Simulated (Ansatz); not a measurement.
**Structures of LiF: which is lowest?**

Plane-wave DFT in Ansatz with scalar-relativistic PAW potentials, cutoff 420 eV, Γ-centred meshes chosen by cell and gap, Gaussian smearing with energies taken to zero width. Every cell was relaxed (cell and atoms) in a run of its own, within the symmetry of its start. Functional: PBEsol.

Relaxed structures (starts from databases or built by putting these elements on another compound's sites):
A. P6_3mc, 4 atoms in the computed cell, a = 3.093 Å, c = 4.821 Å; sites (symmetry × multiplicity) Li 3m. × 2, F 3m. × 2; start: built
B. Fm-3m, 2 atoms in the computed cell, a = 4.008 Å; sites (symmetry × multiplicity) Li m-3m × 4, F m-3m × 4; start: database

Question: Rank them by energy. Could pressure change the order?

Answer:
| structure | group | E − E(lowest) (meV/atom) | V (Å³/atom) | gap on mesh (eV) |
| --- | --- | --- | --- | --- |
| B | Fm-3m | 0.0 | 8.05 | 9.05 |
| A | P6_3mc | 21.4 | 9.98 | 7.61 |

B is lowest, 21 meV/atom under A. The lowest is also the densest of these, so pressure wouldn't bring one of the others in at first order. Other structures may lie lower than all of these, and vibrations aren't counted.

An odd mesh misses points on the zone edge, so a gap read on it can be too wide.